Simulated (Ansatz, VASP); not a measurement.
# TiO2 (Anatase) in two plane-wave programs, part 2 of 2

Wanted: the spread between two codes on one cell, functional and k mesh. The cell is taken from a series of runs on this material, whose earlier steps may have relaxed, scaled, displaced or heated it; both programs get it as it stands.

VASP 6.6.1 and Ansatz 0.2.0.

So far: The structure; VASP: relaxation of cell and atoms, PBEsol; Ansatz: relaxation of cell and atoms, PBEsol.

## 4. Side by side

Known differences besides the potentials themselves: the cutoff is 420 eV in Ansatz and 600 eV in VASP; Ansatz makes its cores anew for this functional, VASP keeps those of its PBE data sets; Ansatz adds a Pulay correction to the stress that steers its cell, VASP none. Total energies have different zeros and are not compared.

Compared:

```tsv
quantity	Ansatz	VASP	difference
volume (Å³)	67.90	68.03	-0.19 %
edge a after relaxation, in the typed setting (Å)	5.471	5.473	-0.05 %
```

## 5. VASP: relaxation of cell and atoms, PBE with D3(BJ)

The relaxed volume is the usual yardstick between codes: in a stiff, nearly cubic crystal its relative difference is about their pressure difference at one cell divided by the bulk modulus.

File INCAR:

```
SYSTEM = TiO2
PREC = Accurate
ENCUT = 600
EDIFF = 1E-07
NELM = 120
ISMEAR = -1
SIGMA = 0.05
LREAL = .FALSE.
ALGO = Normal
GGA = PE
IVDW = 12
NBANDS = 30
LASPH = .TRUE.
LORBIT = 11
LWAVE = .FALSE.
LCHARG = .FALSE.
ISIF = 3
IBRION = 2
NSW = 80
EDIFFG = -0.005
GGA_COMPAT = .FALSE.
NELMIN = 4
EFERMI = MIDGAP
KPAR = 2
```

File POSCAR:

```
TiO2
1.0
   -1.8925000000      1.8925000000      4.7598000000
    1.8925000000     -1.8925000000      4.7598000000
    1.8925000000      1.8925000000     -4.7598000000
Ti O
2 4
Direct
    0.0000000000      0.0000000000      0.0000000000
    0.7500000000      0.2500000000      0.5000000000
    0.2101699651      0.2101699651      0.0000000000
    0.9601699651      0.4601699651      0.5000000000
    0.5398300349      0.0398300349      0.5000000000
    0.7898300349      0.7898300349      0.0000000000
```

File KPOINTS:

```
Automatic mesh
0
Gamma
10 10 10
0 0 0
```

PAW data sets: Ti_sv and O (PBE family, release 64).

Launch:

```sh
> mpirun -np 2 vasp_std
```

Numbers of over 12 decimals in the logs are rounded to 6 here.

Log:

```text
[banner, memory and clock lines left out]
running    2 mpi-ranks, on    1 nodes
[...]
LDA part: xc-table for (Slater+PW92), standard interpolation
 POSCAR, INCAR and KPOINTS ok, starting setup
[...]
entering main loop
       N       E                     dE             d eps       ncg     rms          rms(c)
DAV:   1     0.717785574224E+03    0.71779E+03   -0.26865E+04  6120   0.205E+03
DAV:   2     0.564298424502E+02   -0.66136E+03   -0.62852E+03  6512   0.581E+02
DAV:   3    -0.653063796949E+02   -0.12174E+03   -0.11884E+03  9066   0.218E+02
DAV:   4    -0.707945497533E+02   -0.54882E+01   -0.54812E+01  8796   0.487E+01
[...]
DAV:  14    -0.538343349194E+02   -0.59956E-05   -0.87481E-05  8442   0.829E-02    0.169E-02
DAV:  15    -0.538343330897E+02    0.18297E-05   -0.21593E-05  7710   0.433E-02    0.357E-03
DAV:  16    -0.538343331222E+02   -0.32505E-07   -0.85291E-07  6962   0.880E-03
   1 F= -.55189056E+02 E0= -.55189056E+02  d E =-.551891E+02
[... from here on, the cycles between the ionic steps are left out ...]
   2 F= -.55193835E+02 E0= -.55193835E+02  d E =-.477858E-02
   3 F= -.55194401E+02 E0= -.55194401E+02  d E =-.534436E-02
   4 F= -.55194823E+02 E0= -.55194823E+02  d E =-.421958E-03
   5 F= -.55194843E+02 E0= -.55194843E+02  d E =-.442227E-03
   6 F= -.55195325E+02 E0= -.55195325E+02  d E =-.482337E-03
   7 F= -.55196069E+02 E0= -.55196069E+02  d E =-.122612E-02
   8 F= -.55196092E+02 E0= -.55196092E+02  d E =-.124924E-02
   9 F= -.55196063E+02 E0= -.55196063E+02  d E =0.293003E-04
  10 F= -.55196135E+02 E0= -.55196135E+02  d E =-.423690E-04
[...]
reached required accuracy - stopping structural energy minimisation
```

From OUTCAR (step 5):

```text
 Edisp (eV)   -1.34034

 Edisp (eV)   -1.34110

  Total      -0.02974    -0.02974    -0.00589     0.00000    -0.00000     0.00000
  in kB      -0.69254    -0.69254    -0.13706     0.00000    -0.00000     0.00000
  external pressure =       -0.51 kB  Pullay stress =        0.00 kB

 POSITION                                       TOTAL-FORCE (eV/Angst)
 -----------------------------------------------------------------------------------
      0.00000      0.00000      0.00000        -0.000000     -0.000000      0.000000
      0.00000      1.89545      2.39398        -0.000000     -0.000000      0.000000
      1.89545      1.89545     -2.79451        -0.000000     -0.000000      0.001627
      0.00000      1.89545      4.38742         0.000000      0.000000      0.001627
     -0.00000      1.89545      0.40053         0.000000      0.000000     -0.001627
      0.00000      0.00000      7.58247         0.000000      0.000000     -0.001627
 -----------------------------------------------------------------------------------
    total drift:                                0.000000     -0.000000      0.000000

  FREE ENERGIE OF THE ION-ELECTRON SYSTEM (eV)
  ---------------------------------------------------
  free  energy   TOTEN  =       -55.1961346492 eV

  energy  without entropy=      -55.1961346491  energy(sigma->0) =      -55.19613465

[... 2 parts as in an earlier step ...]

[... 2 further parts left out ...]
[key lines of the parts left out:]
E-fermi :   4.3574
```

## 6. Ansatz: relaxation of cell and atoms, PBE with D3(BJ)

The same cell, functional, mesh and smearing now go to Ansatz, which takes its cutoff from its data sets.

The cell is taken from a series of runs on this material, whose earlier steps may have relaxed, scaled, displaced or heated it; both programs get it as it stands.

File input.yaml:

```yaml
crystal:
  lattice:
    - [-1.8925, 1.8925, 4.7598]
    - [1.8925, -1.8925, 4.7598]
    - [1.8925, 1.8925, -4.7598]
  atoms:
    - { symbol: Ti, position: [0.0, 0.0, 0.0] }
    - { symbol: Ti, position: [0.75, 0.25, 0.5] }
    - { symbol: O, position: [0.21017, 0.21017, 0.0] }
    - { symbol: O, position: [0.96017, 0.46017, 0.5] }
    - { symbol: O, position: [0.53983, 0.03983, 0.5] }
    - { symbol: O, position: [0.78983, 0.78983, 0.0] }
kpoints:
  mp_grid: { grid: [10, 10, 10] }
scf:
  occupations: { method: fermi_dirac, width: 0.05 }
hamiltonian:
  xc: pbe
  pseudopotentials: { kind: paw, azcp: { folder: soft_1 } }
  dispersion: d3bj
relax:
  f_tol: 0.01
  max_steps: 60
  cell: { stress_tol: 0.02 }
output:
  forces: true
  stress: true
```

Launch:

```sh
> ansatz run input.yaml --threads 4 --pin off --max-ram 10240MiB --backend cpu --events-out ev --progress --plain --runs-dir out
```

Log:

```text
[...]
Crystal: 6 atoms, lattice volume = 68.190 Å³
Basis set: ecut = 420 eV, 1323 PW (Γ), FFT grids on a1+a3, a2+a3, a3, exchange–correlation on 54×54×80 points (8 copies of the dense FFT grid, shifted against one another)
Bands: 30, of which v1, the nominal top of the filled ones, is band 24 counted from 1 (23 counted from 0)
Symmetry: 16 space group operations
[...]
cell:  # Å, volume = 68.6607 Å³
    - [-1.893462, 1.893462, 4.787786]
    - [1.893462, -1.893462, 4.787786]
    - [1.893462, 1.893462, -4.787786]
  atoms:
    - { symbol: Ti, position: [0, 0, 0] }
    - { symbol: Ti, position: [0.750000, 0.250000, 0.500000] }
    - { symbol: O, position: [0.208034, 0.208034, 0] }
    - { symbol: O, position: [0.958034, 0.458034, 0.5] }
    - { symbol: O, position: [0.541966, 0.041966, 0.500000] }
    - { symbol: O, position: [0.791966, 0.791966, 0] }
[key lines of the parts left out:]
SCF converged after 5 iterations
Free energy (F): -7278.845803 eV
Fermi energy:    8.277205 eV
P = ⅓ Tr σ = 0.0014 GPa (0.014 kbar)
```

## 7. Differences

The two programs side by side:

```tsv
quantity	Ansatz	VASP	difference
volume (Å³)	68.66	68.81	-0.21 %
edge a after relaxation, in the typed setting (Å)	5.486	5.487	-0.03 %
```

## 8. VASP: relaxation of cell and atoms, PBE with D4

The relaxed volume is the usual yardstick between codes: in a stiff, nearly cubic crystal its relative difference is about their pressure difference at one cell divided by the bulk modulus.

INCAR, as its differences from that of step 5:

```diff
@@ -10,3 +10,3 @@
 GGA = PE
-IVDW = 12
+IVDW = 13
 NBANDS = 30
```

POSCAR is that of step 5.

KPOINTS is that of step 5.

Launch:

```sh
> mpirun -np 2 vasp_std
```

Log:

```text
[... set-up lines as in an earlier step ...]
 entering main loop
       N       E                     dE             d eps       ncg     rms          rms(c)
[... 16 cycles as in an earlier step ...]
   1 F= -.54965162E+02 E0= -.54965162E+02  d E =-.549652E+02
[... from here on, the cycles between the ionic steps are left out ...]
   2 F= -.54970771E+02 E0= -.54970771E+02  d E =-.560916E-02
   3 F= -.54971104E+02 E0= -.54971104E+02  d E =-.594165E-02
   4 F= -.54972000E+02 E0= -.54972000E+02  d E =-.895699E-03
   5 F= -.54972064E+02 E0= -.54972064E+02  d E =-.959628E-03
   6 F= -.54972678E+02 E0= -.54972678E+02  d E =-.614284E-03
   7 F= -.54973928E+02 E0= -.54973928E+02  d E =-.186414E-02
   8 F= -.54973850E+02 E0= -.54973850E+02  d E =-.178679E-02
   9 F= -.54974316E+02 E0= -.54974316E+02  d E =-.225222E-02
  10 F= -.54974337E+02 E0= -.54974337E+02  d E =-.210742E-04
 trial-energy change:   -0.000021  1 .order   -0.000020   -0.000052    0.000012
 step:   0.5766(harm=  0.5661)  dis= 0.00083  next Energy=   -54.974338 (dE=-0.222E-04)
 reached required accuracy - stopping structural energy minimisation
```

Parts of OUTCAR (step 8):

```text
  Edisp (eV):   -1.11888

  Total       0.01977     0.01977     0.00897     0.00000    -0.00000     0.00000
  in kB       0.46004     0.46004     0.20872     0.00000    -0.00000     0.00000
  external pressure =        0.38 kB  Pullay stress =        0.00 kB

 POSITION                                       TOTAL-FORCE (eV/Angst)
 -----------------------------------------------------------------------------------
      0.00000      0.00000      0.00000        -0.000000      0.000000      0.000000
      0.00000      1.89264      2.40224         0.000000     -0.000000      0.000000
      0.00000      0.00000      1.99464         0.000000     -0.000000      0.000267
      0.00000      1.89264      4.39689         0.000000     -0.000000      0.000267
     -0.00000      1.89264      0.40760         0.000000     -0.000000     -0.000267
      1.89264      1.89264      2.80985        -0.000000      0.000000     -0.000267
 -----------------------------------------------------------------------------------
    total drift:                               -0.000000      0.000000      0.000000

  FREE ENERGIE OF THE ION-ELECTRON SYSTEM (eV)
  ---------------------------------------------------
  free  energy   TOTEN  =       -54.9743368596 eV

  energy  without entropy=      -54.9743368595  energy(sigma->0) =      -54.97433686

[... 2 parts as in an earlier step ...]

[... 2 further parts left out ...]
[key lines of the parts left out:]
E-fermi :   4.3585
```

## 9. Ansatz: relaxation of cell and atoms, PBE with D4

The same cell, functional, mesh and smearing now go to Ansatz, which takes its cutoff from its data sets.

The cell is taken from a series of runs on this material, whose earlier steps may have relaxed, scaled, displaced or heated it; both programs get it as it stands.

input.yaml, as its differences from that of step 6:

```diff
@@ -19,3 +19,3 @@
   pseudopotentials: { kind: paw, azcp: { folder: soft_1 } }
-  dispersion: d3bj
+  dispersion: d4
 relax:
```

Launch:

```sh
> ansatz run input.yaml --threads 4 --pin off --max-ram 10240MiB --backend cpu --events-out ev --progress --plain --runs-dir out
```

Log:

```text
[...]
Crystal: 6 atoms, lattice volume = 68.190 Å³
Basis set: ecut = 420 eV, 1323 PW (Γ), FFT grids on a1+a3, a2+a3, a3, exchange–correlation on 54×54×80 points (8 copies of the dense FFT grid, shifted against one another)
Bands: 30, of which v1, the nominal top of the filled ones, is band 24 counted from 1 (23 counted from 0)
Symmetry: 16 space group operations
[...]
cell:  # Å, volume = 68.7146 Å³
    - [-1.891216, 1.891216, 4.802930]
    - [1.891216, -1.891216, 4.802930]
    - [1.891216, 1.891216, -4.802930]
  atoms:
    - { symbol: Ti, position: [0, 0, 0] }
    - { symbol: Ti, position: [0.75, 0.25, 0.5] }
    - { symbol: O, position: [0.207474, 0.207474, 0] }
    - { symbol: O, position: [0.957474, 0.457474, 0.5] }
    - { symbol: O, position: [0.542526, 0.042526, 0.5] }
    - { symbol: O, position: [0.792526, 0.792526, 0] }
[key lines of the parts left out:]
SCF converged after 5 iterations
Free energy (F): -7278.624077 eV
Fermi energy:    8.270994 eV
P = ⅓ Tr σ = 0.0017 GPa (0.017 kbar)
```

## 10. Side by side

Compared:

```tsv
quantity	Ansatz	VASP	difference
volume (Å³)	68.71	68.84	-0.18 %
edge a after relaxation, in the typed setting (Å)	5.497	5.500	-0.04 %
```

## 11. Summary of results

| Item | Value |
| --- | --- |
| difference in volume (relaxation of cell and atoms, PBEsol) | -0.19 % |
| difference in volume (relaxation of cell and atoms, PBE with D3(BJ)) | -0.21 % |
| difference in volume (relaxation of cell and atoms, PBE with D4) | -0.18 % |

**Reading.** The difference in volume is -0.21 % (relaxation of cell and atoms, PBE with D3(BJ)), within the 1.2 % picked in this series as the mark of a large difference, as far as the stopping tolerances let one tell. 3 further runs of this series are not shown here. Such differences can come from data sets, numerical settings and the points named under the comparisons, not from the functional's error against experiment.

[Lines on the potential files, build, host, timing and source positions are cut from VASP's logs without a mark.]

[Logs are printed without paths, hosts, clocks, repeated set-up lines and the standing remarks that a program may print on its own settings, such as how far it seeks lower states.]

[Hosts, paths, dates, database ids (printed as entryN), source tags and the programs' standing remarks are cut or masked in the printed files.]
